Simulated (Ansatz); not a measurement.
PbS:

```
Pb S
1.0
     3.65366    0.00000    0.00000
     0.00000    3.65366    0.00000
     0.00000    0.00000    3.65366
Pb S
1 1
Cartesian
  0.0000 0.0000 0.0000
  1.8268 1.8268 1.8268
```

Measurements of this composition are mostly on another form, of space group No. 225.

```yaml
Program: Ansatz 0.2.0
Task: relaxation of cell and atoms
Functional: revPBE
Dispersion: D4
Potentials_or_basis: Ansatz PAW
Cutoff: "420 eV (not typed: the program's choice for these potentials)"
k_mesh: 7 × 7 × 7
Occupations: fermi-dirac, width 0.05 eV
Spin: no spin polarisation
```

At the start: volume 24.39 Å³/atom.

**Question.** How do energy, volume and symmetry change on relaxing?

**Answer.** It ends after 4 steps and the volume is 23.41 Å³/atom (-4.0 %); space group Pm-3m (No. 221, to 0.05 Å).

The path:
```tsv
step	energy change (eV)	largest force (eV/Å)	volume (Å³)
1	0.0000	0.0000	48.77
2	-0.0129	0.0000	46.51
3	-0.0132	0.0000	46.82
4	-0.0130	0.0000	46.82
```

Final structure:
```
CELL_PARAMETERS angstrom
3.60411 0.00000 0.00000
0.00000 3.60411 0.00000
0.00000 0.00000 3.60411
ATOMIC_POSITIONS crystal
Pb 0.00000 0.00000 0.00000
S 0.50000 0.50000 0.50000
```

Caveat: the plane-wave basis is chosen anew once the cell has moved, so the energies of steps on either side of that aren't comparable; pairwise dispersion overbinds metals, which lowers pressure and volume; the PAW data sets come from PBE, with cores solved anew for the run's functional, which leaves a small shift of forces and pressure.
